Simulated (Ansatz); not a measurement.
**What uniaxial strain ε_zz = +3.67 % does to ZrO2**

The reference is ZrO₂ (space group P2_1/c, No. 14).

```
CELL_PARAMETERS angstrom
      5.18930     0.00000     0.00000
      0.00000     5.24180     0.00000
     -0.90344     0.00000     5.30261
ATOMIC_POSITIONS crystal
  Zr 0.27571 0.04384 0.21016
  Zr 0.72429 0.54384 0.28984
  Zr 0.72429 0.95616 0.78984
  Zr 0.27571 0.45616 0.71016
  O  0.06488 0.32613 0.35022
  O  0.93512 0.82613 0.14978
  O  0.93512 0.67387 0.64978
  O  0.06488 0.17387 0.85022
  O  0.45109 0.75674 0.47528
  O  0.54891 0.25674 0.02472
  O  0.54891 0.24326 0.52472
  O  0.45109 0.74326 0.97528
```

Cartesian axes are those of the cell as printed.

One thing is altered: the cell is stretched by 3.67 % along z with no lateral relaxation, atoms relaxed at fixed cell.

Level of theory: PBE (Ansatz, a first-principles code), scalar-relativistic without spin-orbit coupling, earlier PAW set. k-mesh 5×5×5 (Γ-centred); smearing 0.05 eV (Fermi–Dirac).

| quantity | base | changed | shift |
|---|---|---|---|
| volume per atom | 12.02 Å³ | 12.46 Å³ | +0.44 Å³ |
| space group | P2_1/c (No. 14) | P2_1/c (No. 14) | – |
| energy relative to the base (free energy F) | 0 meV/atom | +13 meV/atom | +13 meV/atom |
| pressure (mean of the normal stresses, compression positive) | 0.00 GPa | -5.60 GPa | -5.60 GPa |
| band gap (an upper bound: an edge found on the path is not a true extremum; the changed cell) | 3.66 eV | 3.85 eV | +0.19 eV |
| largest internal atomic displacement | – | 0.109 Å | – |
| stress (xx, yy, zz, yz, xz, xy; compression positive) | – | (-3.35, -4.22, -9.23, 0.00, 0.37, 0.00) GPa | – |

Cost of the whole job for the changed cell (relaxation, final SCF and bands): very roughly 5 core-minutes.

Gaps are read on the SCF mesh and a high-symmetry path. Stability against distortions was not tested.
